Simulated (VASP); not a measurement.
Input of a VASP 6.6.1 run:

POSCAR

```
GaSb
1.0
    0.0000000000      3.0384691801      3.0384691801
    3.0384691801      0.0000000000      3.0384691801
    3.0384691801      3.0384691801      0.0000000000
Sb Ga
1 1
Direct
    0.7500000000      0.7500000000      0.7500000000
    0.0000000000      0.0000000000      0.0000000000
```

INCAR.step1

```
PREC = Accurate
ENCUT = 520
ISMEAR = -1
SIGMA = 0.05
LREAL = F
LASPH = T
NELM = 60
NBANDS = 16
GGA = PE
ALGO = Normal
EDIFF = 1E-4
LWAVE = T
LCHARG = F
```

Contents of INCAR.step2:

```
PREC = Accurate
ENCUT = 520
EDIFF = 1E-6
ISMEAR = -1
SIGMA = 0.05
LREAL = F
LASPH = T
NELM = 60
ALGO = Normal
ISIF = 2
LWAVE = F
LCHARG = T
METAGGA = R2SCAN
LMIXTAU = T
LELF = T
LVHAR = T
NBANDS = 16
ISTART = 1
```

The input KPOINTS:

```
regular mesh
0
Gamma
  8 8 8
```

Potentials or basis: VASP PAW PBE potentials, release 64 (Sb, Ga_d).

The run is started by

```console
$ cat potpaw_PBE.64/Sb/POTCAR potpaw_PBE.64/Ga_d/POTCAR > POTCAR
$ cp INCAR.step1 INCAR
$ mpirun -np 1 vasp_std > vasp.out
$ cp INCAR.step2 INCAR
$ mpirun -np 1 vasp_std > vasp.out
```

(1) Estimate the pressure.

(2) Estimate the band gap on the k mesh.

Results:

(1) 1.6 GPa.

(2) 0.60 eV, direct.

Caveat: the PAW data sets were made with another functional, which shifts forces and pressure a little; spin-orbit coupling is left out, which moves the levels of the heavy elements.

**Experimental background.**

A printed reference work, data compilation reports, for a bulk crystal of GaSb at 4.2 K: band gap 0.811 eV (direct).

A measured gap of GaSb is 0.811 eV (direct; 4.2 K; a printed reference work, data compilation); the calculated 0.60 eV misses it by -0.21 eV. Spin-orbit coupling on Ga, Sb is left out. The value is that of r2SCAN on a finite k mesh, which can miss the band edges, without temperature or zero-point motion.
